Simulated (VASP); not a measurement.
# In (P6_3/mmc) in VASP: a series of runs, part 2 of 2

VASP 6.6.1.

## Step 3: Single point, PBE0+TS

The input, run.py:

```python
from ase.calculators.vasp import Vasp
from ase.dft.bandgap import bandgap
from ase.io import read

atoms = read('POSCAR')
calc = Vasp(
    directory='calc',
    xc='pbe0',
    pp='PBE',
    setups='minimal',
    prec='Accurate',
    encut=500,
    ediff=1e-06,
    ismear=-1,
    sigma=0.1,
    lreal=False,
    lasph=True,
    nelm=100,
    algo='Normal',
    isif=2,
    lwave=False,
    lcharg=False,
    precfock='Fast',
    ivdw=2,
    kpts=[5, 5, 3],
    gamma=True,
    nbands=10,
)
atoms.calc = calc

print('energy (eV):', atoms.get_potential_energy())
print('free energy (eV):', atoms.get_potential_energy(force_consistent=True))
print('forces (eV/A):')
print(atoms.get_forces())
print('stress (eV/A^3, Voigt):', atoms.get_stress())
print('Fermi level (eV):', calc.get_fermi_level())
gap, top, bottom = bandgap(calc)
print('band gap (eV):', gap, 'from (spin, k, band)', top, 'to', bottom)
```

The input, POSCAR:

```
In
1.0
    3.3354847820      0.0000000000      0.0000000000
   -1.6677423910      2.8886145552      0.0000000000
    0.0000000000      0.0000000000      5.5091429200
In
2
Direct
    0.6666666667      0.3333333333      0.7500000000
    0.3333333333      0.6666666667      0.2500000000
```

Potentials or basis: VASP PAW PBE potentials, release 64 (In).

On the command line:

```sh
python run.py
```

The log of the run:

```text
energy (eV): -7.24758365
free energy (eV): -7.25818721
forces (eV/A):
[[-0.  0.  0.]
 [ 0. -0.  0.]]
stress (eV/A^3, Voigt): [ 0.02746031  0.02746031  0.02333086 -0.         -0.         -0.        ]
Fermi level (eV): 4.95068618
band gap (eV): 0.0 from (spin, k, band) (None, None, None) to (None, None, None)
```

OUTCAR:

```text
ENCUT = 500.000000
   EDIFF = 1.00e-06
   GGA = PE
   PREC = Accurate
   PRECFOCK = Fast
   ISIF = 2
   ISMEAR = -1
   NELM = 100
   IVDW = 2
   LASPH = .TRUE.
   LHFCALC = .TRUE.
   LREAL = .FALSE.
  IVDW =   2

 ion  position               nearest neighbor table
   1  0.667  0.333  0.750-   2 3.36   2 3.36   2 3.36   2 3.36   2 3.36   2 3.36
   2  0.333  0.667  0.250-   1 3.36   1 3.36   1 3.36   1 3.36   1 3.36   1 3.36

  LATTYP: Found a hexagonal cell.
 ALAT       =     3.3354847820
 C/A-ratio  =     1.6516768266

  Lattice vectors:

 A1 = (   3.3354847820,   0.0000000000,   0.0000000000)
 A2 = (  -1.6677423910,   2.8886145552,   0.0000000000)
 A3 = (   0.0000000000,   0.0000000000,   5.5091429200)

Analysis of symmetry for initial positions (statically):
=====================================================================
 Subroutine PRICEL returns:
 Original cell was already a primitive cell.

 Routine SETGRP: Setting up the symmetry group for a
 hexagonal supercell.

 Subroutine GETGRP returns: Found 24 space group operations
 (whereof 12 operations were pure point group operations)
 out of a pool of 24 trial point group operations.

The static configuration has the point symmetry D_3d.
 The point group associated with its full space group is D_6h.

Analysis of symmetry for dynamics (positions and initial velocities):
=====================================================================
 Subroutine PRICEL returns:
 Original cell was already a primitive cell.

 Routine SETGRP: Setting up the symmetry group for a
 hexagonal supercell.

 Subroutine GETGRP returns: Found 24 space group operations
 (whereof 12 operations were pure point group operations)
 out of a pool of 24 trial point group operations.

The dynamic configuration has the point symmetry D_3d.
 The point group associated with its full space group is D_6h.

 Subroutine INISYM returns: Found 24 space group operations
 (whereof 12 operations are pure point group operations),
 and found     1 'primitive' translations

----------------------------------------------------------------------------------------

                                     Primitive cell

  volume of cell :      53.0802

  direct lattice vectors                    reciprocal lattice vectors
     3.335484782  0.000000000  0.000000000     0.299806495  0.173093360  0.000000000
    -1.667742391  2.888614555  0.000000000     0.000000000  0.346186721  0.000000000
     0.000000000  0.000000000  5.509142920     0.000000000  0.000000000  0.181516438

  length of vectors
[... 90 lines left out ...]
  Thomas-Fermi vector in A             =   1.897118
   LORBIT       =      0    0 simple, 1 ext, 2 COOP (PROOUT), +10 PAW based schemes
   GGA     = PE    functional components
   LHFCALC =     T    Hartree Fock is set to
   PRECFOCK=fast      Normal, Fast or Accurate (Low or Medium for compatibility)
   ENCUT4O =  -1.0   cutoff for four orbital integrals eV
   NKREDX  =     1    reduce k-point grid by
   NKREDY  =     1    reduce k-point grid by
   NKREDZ  =     1    reduce k-point grid by
   AEXX    =    0.2500 exact exchange contribution
   HFSCREEN=    0.0000 screening length (either q_TF or 0.3 A-1)
   HFSCREENC=   0.0000 screening length for correlation (either q_TF or 0.3 A-1)
   ENCUTFOCK=  -1.0 apply spherical cutoff to Coloumb kernel
   IVDW    =     2    specifies the selected vdW correction
   LEPSILON=     F    determine dielectric tensor
   LRPA    =     F    only Hartree local field effects (RPA)
 non-spin polarized calculation
  energy-cutoff  :      500.00
  volume of cell :       53.08
 maximum number of plane-waves:      1354
  NGX = 14; NGY = 14; NGZ = 24

 number of electron       6.0000001 magnetization

 Free energy of the ion-electron system (eV)
  ---------------------------------------------------
  ext. energy  EPLUGINS =         0.00000000
  ---------------------------------------------------
  free energy    TOTEN  =        -6.46460338 eV

  energy without entropy =       -6.44339627  energy(sigma->0) =       -6.45399982

 E-fermi :   4.9507     XC(G=0):  -7.6917

 val. band max:        4.8794641345   @ k =   0.4000   0.0000   0.3333
 cond. band min:       5.6712807245   @ k =   0.0000   0.0000   0.3333
 fundamental gap:      0.7918165901
 Fermi energy:         4.9506861799

 k-point     1 :       0.0000    0.0000    0.0000
  band No.  band energies     occupation
      1      -6.3278      2.00000
      2      -0.5741      2.00000
      3       0.6528      2.00000
      4      14.4108      0.00000
      5      14.4108      0.00000
      6      16.0517      0.00000
      7      16.0517      0.00000
      8      16.4610      0.00000
      9      16.7275      0.00000
     10      17.0714      0.00000
[... 105 lines left out ...]
 k-point    10 :       0.4000    0.2000    0.3333
  band No.  band energies     occupation
      1       0.2664      2.00000
      2       1.1019      2.00000
      3       2.4197      2.00000
      4       3.3202      2.00000
      5       6.1962      0.00001
      6       8.0882      0.00000
      7      10.9480      0.00000
      8      11.8760      0.00000
      9      15.1863      0.00000
     10      17.1442      0.00000

------------------------ aborting loop because EDIFF is reached ----------------------------------------

  Hirshfeld charges:
            ion         q(e)
   ------------------------------
      1     In      -0.00000000
      2     In       0.00000000

  Tkatchenko/Scheffler method for vdW energy calculation

  Number of pair interactions contributing to vdW energy:   29586

  Edisp (eV):   -0.79358

  FORCE on cell =-STRESS in cart. coord.  units (eV):
  Direction    XX          YY          ZZ          XY          YZ          ZX
  --------------------------------------------------------------------------------------
  -------------------------------------------------------------------------------------
  Total      -1.45760    -1.45760    -1.23841     0.00000    -0.00000     0.00000
  in kB     -43.99627   -43.99627   -37.38016     0.00000    -0.00000     0.00000
  external pressure =      -41.79 kB  Pullay stress =        0.00 kB

 VOLUME and BASIS-vectors are now :
 -----------------------------------------------------------------------------
  energy-cutoff  :      500.00
  volume of cell :       53.08
      direct lattice vectors                 reciprocal lattice vectors
     3.335484782  0.000000000  0.000000000     0.299806495  0.173093360  0.000000000
    -1.667742391  2.888614555  0.000000000     0.000000000  0.346186721  0.000000000
     0.000000000  0.000000000  5.509142920     0.000000000  0.000000000  0.181516438

 POSITION                                       TOTAL-FORCE (eV/Angst)
 -----------------------------------------------------------------------------------
      1.66774      0.96287      4.13186        -0.000000      0.000000      0.000000
     -0.00000      1.92574      1.37729         0.000000     -0.000000      0.000000
 -----------------------------------------------------------------------------------
    total drift:                               -0.000000      0.000000      0.000000

  FREE ENERGIE OF THE ION-ELECTRON SYSTEM (eV)
  ---------------------------------------------------
  free  energy   TOTEN  =        -7.2581872076 eV

  energy  without entropy=       -7.2369801056  energy(sigma->0) =       -7.24758366
```

INCAR:

```text
ENCUT = 500.000000
SIGMA = 0.100000
EDIFF = 1.00e-06
ALGO = Normal
GGA = PE
PREC = Accurate
PRECFOCK = Fast
ISIF = 2
ISMEAR = -1
NBANDS = 10
NELM = 100
IVDW = 2
LASPH = .TRUE.
LCHARG = .FALSE.
LHFCALC = .TRUE.
LWAVE = .FALSE.
LREAL = .FALSE.
```

It took 1.9 min on 1 thread of Intel Xeon Platinum 8488C (Sapphire Rapids), shared host; peak memory 0.17 GiB.

Results:

| Property | Result |
| --- | --- |
| Free energy | -7.2582 eV |
| Pressure | -4.2 GPa |
| Band gap on the k mesh | none (metal or under the smearing width) |
| Dispersion energy per atom | -0.397 eV |

Stress tensor (GPa, compression positive):
```
-4.40  0.00  0.00
 0.00 -4.40  0.00
 0.00  0.00 -3.74
```

Caveat: the k mesh is coarse (spacing up to 0.44 Å⁻¹), so the values aren't converged, least of all with exact exchange; atom-pairwise D2, TS and ULG terms overbind metals; the PAW data sets were made with another functional, which shifts forces and pressure a little; pairwise dispersion overbinds metals, which lowers pressure and volume.

## Step 4: Relaxation of cell and atoms, RPBE, spin-orbit coupling, no magnetisation

The input, INCAR:

```
PREC     = Accurate       # precision mode
ENCUT    = 580            # plane-wave cutoff, eV
EDIFF    = 1E-7           # SCF threshold, eV
ISMEAR   = 1              # smearing method
SIGMA    = 0.2            # smearing width, eV
LREAL    = F              # projectors in reciprocal space
LASPH    = T              # aspherical terms in the spheres
NELM     = 60             # most SCF steps
ALGO     = Fast           # electronic algorithm
ISIF     = 3              # what is computed and relaxed
LWAVE    = F              # write WAVECAR
LCHARG   = F              # write CHGCAR
MAGMOM   = 0 0 0 0 0 0    # initial moments
LORBIT   = 11             # projections on sites
LSORBIT  = T              # spin-orbit coupling
GGA_COMPAT= F            
GGA      = RP             # functional
IBRION   = 2              # ionic algorithm
NSW      = 60             # ionic steps
EDIFFG   = -0.01          # ionic threshold
```

The input, KPOINTS:

```
regular mesh
0
Gamma
  7 7 4
```

The input, POSCAR:

```
In
3.3355
    0.999995437566      0.000000000000      0.000000000000
   -0.499997718783      0.866021452616      0.000000000000
    0.000000000000      0.000000000000      1.651669290961
In
2
Direct
    0.6666666667      0.3333333333      0.7500000000
    0.3333333333      0.6666666667      0.2500000000
```

Potentials or basis: VASP PAW PBE potentials, release 54 (In).

On the command line:

```sh
cat potpaw_PBE.54/In/POTCAR > POTCAR
mpirun -np 1 vasp_ncl > vasp.out
```

Run time: 3.5 min. Hardware: 1 thread of Intel Xeon Platinum 8488C (Sapphire Rapids), shared host; peak memory 0.35 GiB.

Results (log left out):

| Quantity | Value |
| --- | --- |
| Free energy | -4.4090 eV |
| Relaxed volume | 28.57 Å³/atom |
| Relaxed cell | a = 3.424 Å, b = 3.424 Å, c = 5.629 Å, α = 90.00°, β = 90.00°, γ = 120.00° |
| Space group after relaxing (to 0.05 Å) | P6_3/mmc (No. 194) |
| Energy gained by relaxing | 16.8 meV/atom |
| Ionic steps | 5 |
| Pressure after relaxing | 0.0 GPa |
| Valence electrons inside the program's atomic spheres | In 2.29 |

The path:
```tsv
step	energy change (eV)	largest force (eV/Å)	pressure (GPa)	volume (Å³)
1	0.0000	0.0000	2.76	53.08
2	-0.0329	0.0000	0.28	56.67
3	-0.0331	0.0000	0.05	57.06
4	-0.0331	0.0000	0.09	56.98
5	-0.0336	0.0000	0.03	57.14
```

Final structure:
```
CELL_PARAMETERS angstrom
3.42371 0.00000 0.00000
-1.71186 2.96502 0.00000
0.00000 0.00000 5.62863
ATOMIC_POSITIONS crystal
In 0.66667 0.33333 0.75000
In 0.33333 0.66667 0.25000
```

Caveat: the PAW data sets were made with another functional, which shifts forces and pressure a little.

## Step 5: The runs side by side

```csv
task,level,potentials or basis,spin,cell,k mesh,cutoff (eV),smearing,grid for exact exchange (PRECFOCK),exchange at q = 0,mesh quality,gap on the mesh (eV),pressure (GPa)
single point,PBEsol,"VASP PAW PBE potentials, release 64 (In_d_GW)",off,as given,9 × 9 × 5,550,gaussian 0.02 eV,-,-,not flagged,none,-1.7
single point,PBE0+TS,"VASP PAW PBE potentials, release 64 (In)",off,as given,5 × 5 × 3,500,fermi-dirac 0.1 eV,Fast,default,coarse,none,-4.2
relaxation of cell and atoms,RPBE,"VASP PAW PBE potentials, release 54 (In)","SOC, no magnetisation",relaxed,7 × 7 × 4,580,methfessel-paxton 0.2 eV,-,-,not flagged,-,0.0
```

Caveats: some runs use coarse meshes; the PAW data sets were made with another functional, which shifts forces and pressure a little; atom-pairwise D2, TS and ULG terms overbind metals (some runs); pairwise dispersion overbinds metals, which lowers pressure and volume (some runs).

Total energies depend on the potentials used, so only differences within one code and one set of settings carry meaning.
